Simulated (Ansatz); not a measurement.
## Nudged elastic band run: HC16, charge +1

input.yaml

```yaml
crystal:
  lattice:
    - [0.0, 3.57, 3.57]
    - [3.57, 0.0, 3.57]
    - [3.57, 3.57, 0.0]
  atoms:
    - { symbol: C, position: [0.03041189, -0.01184148, -0.01223343] }
    - { symbol: C, position: [0.11810532, 0.12089663, 0.13063971] }
    - { symbol: C, position: [-0.00312419, -0.0070302, 0.50405772] }
    - { symbol: C, position: [0.12673951, 0.12080227, 0.62195785] }
    - { symbol: C, position: [0.00088505, 0.49352774, -0.00155324] }
    - { symbol: C, position: [0.13726529, 0.60910547, 0.12449147] }
    - { symbol: C, position: [0.00285202, 0.49476697, 0.49884797] }
    - { symbol: C, position: [0.12554576, 0.61913976, 0.62491798] }
    - { symbol: C, position: [0.48772123, -0.00394192, 2.753e-05] }
    - { symbol: C, position: [0.59467338, 0.13155812, 0.13679868] }
    - { symbol: C, position: [0.49842226, -0.00534314, 0.50252543] }
    - { symbol: C, position: [0.62221523, 0.12168154, 0.62566224] }
    - { symbol: C, position: [0.50691815, 0.49484957, -0.00612055] }
    - { symbol: C, position: [0.62415408, 0.61805798, 0.12607077] }
    - { symbol: C, position: [0.49950868, 0.49482013, 0.49959348] }
    - { symbol: C, position: [0.62820899, 0.61908534, 0.6204531] }
    - { symbol: H, position: [0.81240579, 0.90791413, 0.06143989] }
total_charge: 1
basis:
  ecutwfc: 420.0
kpoints:
  mp_grid: { grid: [3, 3, 3] }
hamiltonian:
  xc: pbe
scf:
  occupations: { method: gaussian, width: 0.05 }
  lower_state_search: "off"
  max_iter: 61
neb:
  images: 4
  f_tol: 0.05
  max_iterations: 50
  order_check: false
  climbing: false
  final_atoms:
    - { symbol: C, position: [-0.00014894, -0.00337716, 0.01599174] }
    - { symbol: C, position: [0.13045208, 0.12148037, 0.13012851] }
    - { symbol: C, position: [-0.01241219, -0.01134012, 0.49340045] }
    - { symbol: C, position: [0.13663065, 0.13215683, 0.63676726] }
    - { symbol: C, position: [-0.00172897, 0.494106, 0.00690425] }
    - { symbol: C, position: [0.12588828, 0.61860304, 0.13149933] }
    - { symbol: C, position: [-0.00629325, 0.49539154, 0.50413897] }
    - { symbol: C, position: [0.12431715, 0.60968335, 0.62888945] }
    - { symbol: C, position: [0.50388514, -0.00647935, 0.00586446] }
    - { symbol: C, position: [0.62547192, 0.12223444, 0.13022619] }
    - { symbol: C, position: [0.50231692, -0.00478427, 0.50418444] }
    - { symbol: C, position: [0.6217754, 0.12136833, 0.63023906] }
    - { symbol: C, position: [0.49941272, 0.49536839, 0.00585567] }
    - { symbol: C, position: [0.62473512, 0.61970115, 0.13016254] }
    - { symbol: C, position: [0.49866102, 0.49533434, 0.50330407] }
    - { symbol: C, position: [0.62026522, 0.61962481, 0.63204887] }
    - { symbol: H, position: [1.06078988, 0.90868254, -0.28167276] }
```

Command:

```bash
$ ansatz run input.yaml --threads 1 --pin off --max-ram 3072MiB --backend cpu --events-out ev --progress --plain --runs-dir out
```

Output, in part (warnings, iteration lines):

```
NEB end point (image 0): max|allowed force component| = 1.611e-3 eV/Å (the criterion of neb.relax_end_points is 1.000e-2)
NEB end point (image 5): max|allowed force component| = 1.241e-2 eV/Å (the criterion of neb.relax_end_points is 1.000e-2)
NEB iter   1: max|band force component| = 2.209e0 eV/Å  barrier→ = 0.7584 eV  barrier← = 0.7584 eV  Δτ_max = 0.0360 Å  (42 SCF iters)
NEB iter   2: max|band force component| = 1.316e0 eV/Å  barrier→ = 0.5923 eV  barrier← = 0.5923 eV  Δτ_max = 0.0623 Å  (24 SCF iters)
NEB iter   3: max|band force component| = 5.563e-1 eV/Å  barrier→ = 0.5213 eV  barrier← = 0.5213 eV  Δτ_max = 0.0695 Å  (24 SCF iters)
NEB iter   4: max|band force component| = 3.260e-1 eV/Å  barrier→ = 0.5035 eV  barrier← = 0.5035 eV  Δτ_max = 0.2000 Å  (21 SCF iters)
NEB iter   5: max|band force component| = 1.705e0 eV/Å  barrier→ = 0.3870 eV  barrier← = 0.3870 eV  Δτ_max = 0.1009 Å  (26 SCF iters)
NEB iter   6: max|band force component| = 7.254e-1 eV/Å  barrier→ = 0.2436 eV  barrier← = 0.2436 eV  Δτ_max = 0.1981 Å  (23 SCF iters)
NEB iter   7: max|band force component| = 1.261e0 eV/Å  barrier→ = 0.1164 eV  barrier← = 0.1163 eV  Δτ_max = 0.0735 Å  (25 SCF iters)
NEB iter   8: max|band force component| = 4.686e-1 eV/Å  barrier→ = 0.0587 eV  barrier← = 0.0587 eV  Δτ_max = 0.0441 Å  (22 SCF iters)
NEB iter   9: max|band force component| = 3.164e-1 eV/Å  barrier→ = 0.0378 eV  barrier← = 0.0377 eV  Δτ_max = 0.1000 Å  (21 SCF iters)
NEB iter  10: max|band force component| = 3.599e-1 eV/Å  barrier→ = 0.0304 eV  barrier← = 0.0304 eV  Δτ_max = 0.0504 Å  (22 SCF iters)
NEB iter  11: max|band force component| = 2.766e-1 eV/Å  barrier→ = 0.0192 eV  barrier← = 0.0191 eV  Δτ_max = 0.0508 Å  (22 SCF iters)
NEB iter  12: max|band force component| = 2.614e-1 eV/Å  barrier→ = 0.0186 eV  barrier← = 0.0186 eV  Δτ_max = 0.0503 Å  (21 SCF iters)
NEB iter  13: max|band force component| = 3.104e-1 eV/Å  barrier→ = 0.0251 eV  barrier← = 0.0251 eV  Δτ_max = 0.0249 Å  (23 SCF iters)
NEB iter  14: max|band force component| = 1.201e-1 eV/Å  barrier→ = 0.0208 eV  barrier← = 0.0208 eV  Δτ_max = 0.0465 Å  (21 SCF iters)
NEB iter  15: max|band force component| = 1.819e-1 eV/Å  barrier→ = 0.0197 eV  barrier← = 0.0197 eV  Δτ_max = 0.0235 Å  (20 SCF iters)
NEB iter  16: max|band force component| = 2.733e-1 eV/Å  barrier→ = 0.0168 eV  barrier← = 0.0168 eV  Δτ_max = 0.0118 Å  (20 SCF iters)
NEB iter  17: max|band force component| = 6.589e-2 eV/Å  barrier→ = 0.0154 eV  barrier← = 0.0154 eV  Δτ_max = 0.0235 Å  (19 SCF iters)
NEB iter  18: max|band force component| = 6.702e-2 eV/Å  barrier→ = 0.0147 eV  barrier← = 0.0147 eV  Δτ_max = 0.0118 Å  (19 SCF iters)
NEB iter  19: max|band force component| = 5.360e-2 eV/Å  barrier→ = 0.0142 eV  barrier← = 0.0141 eV  Δτ_max = 0.0118 Å  (16 SCF iters)
NEB iter  20: max|band force component| = 6.227e-2 eV/Å  barrier→ = 0.0138 eV  barrier← = 0.0138 eV  Δτ_max = 0.0059 Å  (18 SCF iters)
NEB iter  21: max|band force component| = 4.016e-2 eV/Å  barrier→ = 0.0139 eV  barrier← = 0.0138 eV  Δτ_max = 0.0000 Å  (16 SCF iters)
```

The run converged. Beside the main top the profile has a ripple of under 15 meV (maxima at images 2, 4), which may be a very shallow well or noise. No image climbed, so the highest image needn't sit at the top of the path. Limits of this set-up: charged cell in a uniform background, uncorrected.

Final band (atoms are numbered from 1 in the order of the input):

```
image  path coordinate (Å)  energy (eV)  C1–H17 (Å)  C10–H17 (Å)  C3–H17 (Å)
    0                 0.00        0.000        1.18         1.18        2.35
    1                 0.56        0.007        1.20         1.17        1.98
    2                 1.12        0.014        1.16         1.19        2.07
    3                 1.68        0.001        1.18         1.59        1.65
    4                 2.23        0.011        1.19         1.93        1.54
    5                 2.78        0.000        1.62         2.37        1.18
```

The run took 5.3 min on 1 thread of Intel(R) Xeon(R) Platinum 8488C (Sapphire Rapids), on a shared host, peak memory 0.47 GiB.
